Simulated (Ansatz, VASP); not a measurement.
Two plane-wave programs on SnO2

```
Sn O
1.0
     0.00000    2.57171    2.57171
     2.57171    0.00000    2.57171
     2.57171    2.57171    0.00000
Sn O
1 2
Direct
  0.00000 0.00000 0.00000
  0.25000 0.25000 0.25000
  0.75000 0.75000 0.75000
```

Alike in both runs: functional PBE; k mesh 11 × 11 × 11; occupations fermi-dirac, width 0.05 eV; no spin polarisation.

Ansatz relaxed the structure, and its values are those at the end. VASP's run is a single point on that final structure, the one shown.

|  | VASP | Ansatz |
| --- | --- | --- |
| version | VASP 6.6.1 | Ansatz 0.2.0 |
| potentials or method | VASP PAW PBE potentials, release 64 (Sn_d, O) | PAW with Ansatz's default frozen-core files, scalar-relativistic |
| plane-wave cutoff (eV) | 520 | 420 |
| valence electrons in the cell | 26 | 26 |

VASP gave:

| Item | Value |
| --- | --- |
| pressure (GPa) | 0.6 |

Task: What did Ansatz give for the same quantities?

Result: Pressure (GPa): 0.0.
